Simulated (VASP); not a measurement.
Runs of VASP 6.6.1 on TiO. Symmetry: Pm-3m, No. 221, cubic system. The conventional cell has a = 2.708 Å, b = 2.708 Å, c = 2.708 Å, α = 90.00°, β = 90.00°, γ = 90.00°. Ti (site symmetry m-3m) is surrounded by 8 O at 2.35 Å. O (site symmetry m-3m) has 8 Ti at 2.35 Å as nearest neighbours. The cell comes from a database or a generator and needn't be the stable form of this composition.

```tsv
level	spin	U	fixed moment (μB)	gap on the mesh (eV)	pressure (GPa)	moment (μB)
LDA+U	collinear, ferromagnetic start	Ti d U = 2 eV	3	-	19.9	3.00
LDA	collinear, ferromagnetic start	-	0	-	-27.7	0.00
LDA	collinear, random start	-	-	none	-27.7	0.05
LDA	collinear, ferromagnetic start	-	-	none	-27.7	0.05
LDA+U	collinear, random start	Ti d U = 2 eV	-	none	(a)	0.17
```

Alike in all rows: task single point; potentials or basis VASP PAW LDA potentials, release 64 (Ti_sv, O); cell as given; k mesh 7 × 7 × 7; cutoff (eV) 520; smearing gaussian 0.05 eV.

Fill in the values left out.

(a) -23.4.

Caveats: the total moment is fixed, so each spin has its own Fermi level (some runs); so large a pressure means that the cell lies far from this level's equilibrium, or that cutoff or potentials fall short (some runs); semilocal functionals often make such compounds metallic where correlation or magnetic order opens a gap, which also shifts bond lengths (some runs); the moment is held away from its start (some runs).

A gap of «none» marks a metal or a gap under the smearing width.
